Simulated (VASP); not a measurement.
Set up this calculation in VASP 6.6.1, as the native input.

| Item | Value |
| --- | --- |
| Task | relaxation of cell and atoms |
| Functional | PBEsol |
| Potentials or basis | VASP PAW PBE potentials, release 64 (Sn_d, Ge_d) |
| Cutoff | 600 eV |
| k mesh | 6 × 6 × 6 |
| Occupations | gaussian, width 0.03 eV |
| Spin | no spin polarisation |
| Further INCAR settings | ALGO = Normal; EDIFF = 1e-07; IBRION = 2; EDIFFG = -0.005; NSW = 90; ISIF = 3 |

The structure of SnGe15 lies in POSCAR:

```
SnGe15                                  
1.0
   -0.0000000000      5.7313604189     -5.7313604189
    5.7313604189      5.7313604189      0.0000000000
    5.7313604189      0.0000000000     -5.7313604189
  Sn              Ge            
     1    15
Direct
     0.5000000000000000    0.0000000000000000    0.5000000000000000
     0.4997845498361270    0.5002154501638730    0.4997845498361270
     0.0002154501638730    0.9997845498361270    0.4997845498361270
     0.0002154501638730    0.5002154501638730    0.4997845498361270
     0.4997845498361270    0.9997845498361270    0.0002154501638730
     0.4997845498361270    0.5002154501638730    0.0002154501638730
     0.0002154501638730    0.9997845498361270    0.0002154501638730
     0.0000000000000000    0.5000000000000000    0.0000000000000000
     0.3705536854964594    0.3883389435106217    0.3705536854964594
     0.3705536854964594    0.8705536854964595    0.3705536854964594
     0.8751832402791605    0.3751832402791602    0.3744502791625193
     0.8883389435106219    0.8705536854964595    0.3705536854964594
     0.3744502791625193    0.3751832402791602    0.8751832402791605
     0.3705536854964594    0.8705536854964595    0.8883389435106219
     0.8751832402791605    0.3751832402791602    0.8751832402791605
     0.8751832402791605    0.8744502791625193    0.8751832402791605
```

The cell was built by a generator and needn't be a form met in nature.

The input as run:

INCAR

```
SYSTEM = SnGe15
PREC     = Accurate       ! precision mode
ENCUT    = 600            ! plane-wave cutoff, eV
EDIFF    = 1E-7           ! SCF threshold, eV
ISMEAR   = 0              ! smearing method
SIGMA    = 0.03           ! smearing width, eV
LREAL    = .FALSE.        ! projectors in reciprocal space
LASPH    = .TRUE.         ! aspherical terms in the spheres
NELM     = 80             ! most SCF steps
ALGO     = Normal         ! electronic algorithm
ISIF     = 3              ! what is computed and relaxed
LWAVE    = .FALSE.        ! write WAVECAR
LCHARG   = .FALSE.        ! write CHGCAR
GGA      = PS             ! functional
IBRION   = 2              ! ionic algorithm
NSW      = 90             ! ionic steps
EDIFFG   = -0.005         ! ionic threshold
KPAR     = 4
```

KPOINTS

```
regular mesh
0
G
  6 6 6
  0 0 0
```

Potentials or basis: VASP PAW PBE potentials, release 64 (Sn_d, Ge_d).

Command:

```console
$ cat potpaw_PBE.64/Sn_d/POTCAR potpaw_PBE.64/Ge_d/POTCAR > POTCAR
$ mpirun -np 4 vasp_std > vasp.out
```

It gave:

```yaml
Relaxed_volume: 23.56 Å³/atom
Relaxed_cell: a = 8.108 Å, b = 8.108 Å, c = 8.108 Å, α = 60.00°, β = 60.00°, γ = 60.00°
Space_group_after_relaxing_to_0.05_Å: F-43m (No. 216)
Energy_gained_by_relaxing: 0.0 meV/atom
Ionic_steps: 2
Pressure_after_relaxing: 0.0 GPa
Band_gap_on_the_k_mesh: none (metal or under the smearing width)
```

Caveat: the PAW data sets were made with another functional, which shifts forces and pressure a little.

Wall time 8.5 min on 4 MPI ranks on Intel(R) Xeon(R) 6975P-C (Granite Rapids), on a shared host, peak memory 1.2 GiB a rank.
